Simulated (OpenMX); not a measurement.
**Mg under changes of volume**

One of the cells (22.547 Å³/atom); the others are scaled copies at fixed shape and fractional positions:

```
CELL_PARAMETERS angstrom
3.17683 0.00000 0.00000
-1.58841 2.75121 0.00000
0.00000 0.00000 10.31886
ATOMIC_POSITIONS crystal
Mg 0.66667 0.33333 0.75000
Mg 0.00000 0.00000 0.50000
Mg 0.33333 0.66667 0.25000
Mg 0.00000 0.00000 0.00000
```

```yaml
Program: OpenMX 3.8.5
Functional: PBE
Potentials_or_basis: OpenMX 2013 PBE set, Mg7.0-s3p2, fixed grid of 36 × 36 × 140 points
k_mesh: 11 × 11 × 3
Occupations: fermi-dirac, width 0.05 eV
Spin: no spin polarisation
```

```tsv
volume (Å³/atom)	energy over the lowest point (meV/atom)	largest force (eV/Å)
21.194	?	?
21.645	11.54	0.013
22.096	5.14	0.012
22.547	1.41	0.010
22.998	0.00	0.009
23.449	0.64	0.008
23.900	3.24	0.007
```

Question: What does the run at 21.194 Å³/atom give?

Answer: Energy over the lowest point 20.83 meV/atom; largest force 0.015 eV/Å.

Worked out: A Birch-Murnaghan fit of order 3 (a polynomial in V^(-2/3)) to the other rows has its minimum at 23.07 Å³/atom with B0 = V·E''(V) = 37 GPa and B' = 4.6 at fixed shape and positions, which overstates the stiffness. It gives 20.83 meV/atom at 21.194 Å³/atom, against the run's 20.83.

Energies are extrapolated to zero smearing.

Caveats: the basis of atomic orbitals isn't converged, which shifts pressures, moduli and gaps.
